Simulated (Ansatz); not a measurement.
The cell is the one relaxed in the Materials Project (mp-14), not relaxed further here; entries there can be hypothetical.

An input for Se and the output that it gave: DFT, LDA, all-electron LAPW, scalar-relativistic (Ansatz 0.2.0).

Command: `ansatz run input.yaml --threads 1 --pin off --max-ram 3072MiB --backend cpu --events-out ev --progress --plain --runs-dir out` The run took about 45 s on 1 thread of a shared machine.

```yaml
crystal:
  lattice:
    - [4.5048207049, 0.0, 0.0]
    - [-2.2524103524, 3.9012891699, 0.0]
    - [0.0, 0.0, 4.9787963167]
  atoms:
    - { symbol: Se, position: [0.21789298, 0.0, 0.3333333333] }
    - { symbol: Se, position: [0.0, 0.21789298, 0.6666666667] }
    - { symbol: Se, position: [0.78210702, 0.78210702, 0.0] }
kpoints:
  mp_grid: { grid: [6, 6, 5] }
  band_path:
    path:
      - [0.0, 0.0, 0.0]
      - [0.5, 0.0, 0.0]
      - [0.3333333333, 0.3333333333, 0.0]
      - [0.0, 0.0, 0.0]
      - [0.0, 0.0, 0.5]
      - [0.5, 0.0, 0.5]
      - [0.3333333333, 0.3333333333, 0.5]
      - [0.0, 0.0, 0.5]
      - [0.5, 0.0, 0.5]
    npoints: 8
scf:
  occupations: { method: fermi_dirac, width: 0.01 }
hamiltonian:
  xc: lda
  pseudopotentials: { kind: all_electron, lapw: { basis_error: 0.001 } }
output:
  forces: true
  stress: true
  eigenvalues: true
  populations: true
  dos: { projected: true, de: 0.2, e_range: [-14, 8] }
```

Output:

```
Se: projections on atomic orbitals take those of the free atom 1s2 2s2 2p6 3s2 3p6 3d10 4s2 4p4, of charge +0.00 (hamiltonian.pseudopotentials.projection_atoms)
LAPW: plane waves up to 9.238 Å⁻¹, error target 1.0e-3 eV per atom; small_component_spin mean_spin; Se in spheres of 1.188 Å, 24 of its electrons in bands, Dirac shells []
Engine: ansatz 0.2.0
Pseudopotentials: kind: all_electron
Pseudopotential: Se, LAPW, valence charge 24, Koelling and Harmon's equation, gaussian nucleus
Functional definition: SPW92
  exchange = slater_x
  correlation = pw_c
Crystal: 3 atoms, lattice volume = 87.500 Å³
Basis set: ecut = 325.1589791376393 eV, 1155 PW (Γ), exchange–correlation at level 2
Bands: 44, of which v1, the nominal top of the filled ones, is band 36 counted from 1 (35 counted from 0)
Symmetry: 6 space group operations
Space group: P3121 (ITA 152), of the structure as read, at distance tolerance 4.4e-5 Å
k-points: 27 of 180 (time reversal used)
Non-local potential: Se, projectors of the file, none
Initial density: superposition of atomic densities (chi_scale 0.1, normalization cell)
Initial wavefunctions: plane waves of lowest kinetic energy (no species holds an atomic orbital)
Functional: x = slater, c = lda
iter 1 solved again at ethr=3.43e-4 eV; its pass at ethr=1.00e-1 eV (dr2=2.47e-1 eV) is discarded
SCF iter   1: F=—  HF=-198119.780671 eV  |F-HF|=—  |Δ(HF+E_count)|=         —  Δρ=2.00e-2  dr2=2.46e-1  ethr=3.43e-4  ⟨swp⟩=2.7  Hψ=7365  notcnv=0
preconditioner: auto → Resta (q_TF=auto, 2.641 Å⁻¹)  ε∞=3.0  [insulator: Δε(μ)=1.499 eV  Ē_g=12.036 eV  σ=0.010 eV  W_gap=1.00  n_scr=22 (ndim 8)  ℏωp=16.8 eV  f_vac=0.219  D(μ)=0.00/eV (n_scr^D=0)  ε∞_Penn≈3.0]
SCF iter   2: F=—  HF=-198119.685049 eV  |F-HF|=—  |Δ(HF+E_count)|=   9.56e-2  Δρ=1.09e-2  dr2=7.82e-2  ethr=3.42e-4  ⟨swp⟩=2.0  Hψ=3555  notcnv=0
iter 3 solved again at ethr=3.07e-6 eV; its pass at ethr=1.09e-4 eV (dr2=2.21e-3 eV) is discarded
SCF iter   3: F=—  HF=-198119.658822 eV  |F-HF|=—  |Δ(HF+E_count)|=   2.62e-2  Δρ=1.68e-3  dr2=2.21e-3  ethr=3.07e-6  ⟨swp⟩=2.0  Hψ=5994  notcnv=0
SCF iter   4: F=—  HF=-198119.660602 eV  |F-HF|=—  |Δ(HF+E_count)|=         —  Δρ=5.03e-4  dr2=2.63e-4  ethr=3.07e-6  ⟨swp⟩=2.0  Hψ=3341  notcnv=0
the basis was enlarged: its passes take 243.3 KiB over the memory plan, 1 of 1 planned eigensolver slots
SCF iter   5: F=—  HF=-198119.660323 eV  |F-HF|=—  |Δ(HF+E_count)|=   2.79e-4  Δρ=1.61e-4  dr2=2.84e-5  ethr=3.65e-7  ⟨swp⟩=2.0  Hψ=3404  notcnv=0
SCF iter   6: F=—  HF=-198119.660324 eV  |F-HF|=—  |Δ(HF+E_count)|=   8.67e-7  Δρ=4.77e-5  dr2=2.86e-6  ethr=3.95e-8  ⟨swp⟩=2.0  Hψ=3366  notcnv=0
SCF iter   7: F=—  HF=-198119.660323 eV  |F-HF|=—  |Δ(HF+E_count)|=   9.82e-7  Δρ=2.38e-5  dr2=6.19e-7  ethr=3.97e-9  ⟨swp⟩=2.0  Hψ=3336  notcnv=0
SCF iter   8: F=-198119.660323 eV  HF=-198119.660323 eV  |F-HF|=1.08e-8  |Δ(HF+E_count)|=   3.59e-7  Δρ=5.50e-6  dr2=3.87e-8  ethr=8.59e-10  ⟨swp⟩=2.8  Hψ=3382  notcnv=0
SCF 1 converged in 8 iterations: F = -198119.660323 eV  dr2 = 3.87e-8
NSCF: frozen V_eff on 65 k-points
SCF converged after 8 iterations
Free energy (F): -198119.660323 eV
Harris-Foulkes:  -198119.660323 eV  (|F-HF|=1.08e-8)
Internal energy: -198119.660323 eV  (E = F + TS)
E sigma→0 (E₀):  -198119.660323 eV
Fermi energy:    6.760529 eV
--- Per-component energies (eV) ---
  E_band       = -5005.445621
  E_kinetic    = 202739.924882
  E_xc         = -6922.602442
  E_electrostatic = -393936.982763  (all electrons and nuclei)
  E_smearing   = -0.000000  (= −TS)
  E_closure    = 0.000000  (closes the sum)
  E_atoms      = -198107.404742  (free atoms, spherical and without spin; not in F)
  Σ components = -198119.660323   (vs F -198119.660323, Δ=0.00e0)
  Basis errors (estimates in eV, not in F): energy 4.8e-4 per atom: plane waves 4.4e-4 (2.7e-4 summed), levels above the bands 0.0e0, relativity 4.5e-9, radial functions 3.5e-5, core shells 2.7e-9; eigenvalues (radial functions only) 5.8e-7; not estimated: angular momenta, meshes, grids; target (lapw.basis_error) 1.0e-3; muffin-tin radii Se 1.188 Å
--- Forces (eV/Å), atoms counted from 1 ---
  atom   1  Se     0.06975376    -0.00000000     0.00000000
  atom   2  Se    -0.03487688     0.06040853     0.00000000
  atom   3  Se    -0.03487688    -0.06040853     0.00000000
  max |Σ_I F_I| component: 1.39e-17 eV/Å
--- Stress (GPa, compression-positive) ---
       -2.376979       0.000000       0.000000
        0.000000      -2.376979      -0.000000
        0.000000      -0.000000      -1.860728
  P = ⅓ Tr σ = -2.2049 GPa (-22.049 kbar)
--- Band table (eV; the first three rows and the last of 27) ---
  k-point 0: bands = ["-201.1271", "-201.1268", "-201.1268", "-141.2702", "-141.2702", "-141.2676", "-141.2142", "-141.2126", "-141.2126", "-141.0048", "-141.0048", "-141.0047", "-42.0740", "-42.0740", "-42.0362", "-42.0295", "-42.0295", "-41.9834", "-41.8737", "-41.8689", "-41.8689", "-41.8279", "-41.8279", "-41.8244", "-41.8038", "-41.7772", "-41.7772", "-9.4443", "-5.4849", "-5.4849", "2.3472", "2.3472", "2.6032", "4.2338", "4.2338", "5.8636", "8.1104", "8.1104", "8.4260", "11.7851", "12.6194", "12.6194", "14.5757", "14.7278"]
  k-point 1: bands = ["-201.1271", "-201.1269", "-201.1267", "-141.2707", "-141.2695", "-141.2677", "-141.2141", "-141.2130", "-141.2123", "-141.0048", "-141.0048", "-141.0047", "-42.0856", "-42.0601", "-42.0372", "-42.0335", "-42.0230", "-41.9880", "-41.8736", "-41.8708", "-41.8670", "-41.8291", "-41.8266", "-41.8246", "-41.8016", "-41.7823", "-41.7738", "-9.2598", "-6.7329", "-4.3076", "1.9036", "2.6013", "2.6869", "4.3290", "4.5817", "5.5579", "7.8111", "7.8495", "8.0814", "12.6831", "12.9993", "13.1316", "13.5120", "14.4679"]
  k-point 2: bands = ["-201.1271", "-201.1270", "-201.1267", "-141.2710", "-141.2688", "-141.2682", "-141.2139", "-141.2135", "-141.2121", "-141.0048", "-141.0047", "-141.0047", "-42.0919", "-42.0479", "-42.0406", "-42.0355", "-42.0128", "-41.9995", "-41.8731", "-41.8722", "-41.8658", "-41.8299", "-41.8256", "-41.8250", "-41.7959", "-41.7888", "-41.7722", "-8.7169", "-7.8512", "-3.5219", "1.4587", "2.7930", "2.8299", "4.5965", "4.9844", "5.1228", "7.4305", "7.5575", "7.5840", "12.6427", "13.2807", "13.8918", "14.3092", "14.3442"]
  k-point 26: bands = ["-201.1271", "-201.1270", "-201.1267", "-141.2710", "-141.2688", "-141.2682", "-141.2139", "-141.2135", "-141.2121", "-141.0048", "-141.0047", "-141.0047", "-42.0919", "-42.0477", "-42.0404", "-42.0355", "-42.0129", "-41.9995", "-41.8732", "-41.8722", "-41.8657", "-41.8301", "-41.8255", "-41.8248", "-41.7966", "-41.7893", "-41.7713", "-8.3651", "-7.6005", "-4.3670", "0.7504", "1.2752", "1.9014", "4.9405", "5.6054", "6.0435", "7.5110", "8.9319", "9.0626", "12.5649", "14.0085", "14.1383", "14.4468", "16.5148"]
--- Löwdin populations: 3 sites ---
  site symbol       q [e]
     0     Se     33.9483
     1     Se     33.9483
     2     Se     33.9483
  spilling = 0.001520 (of n_electrons = 102.000000)
```
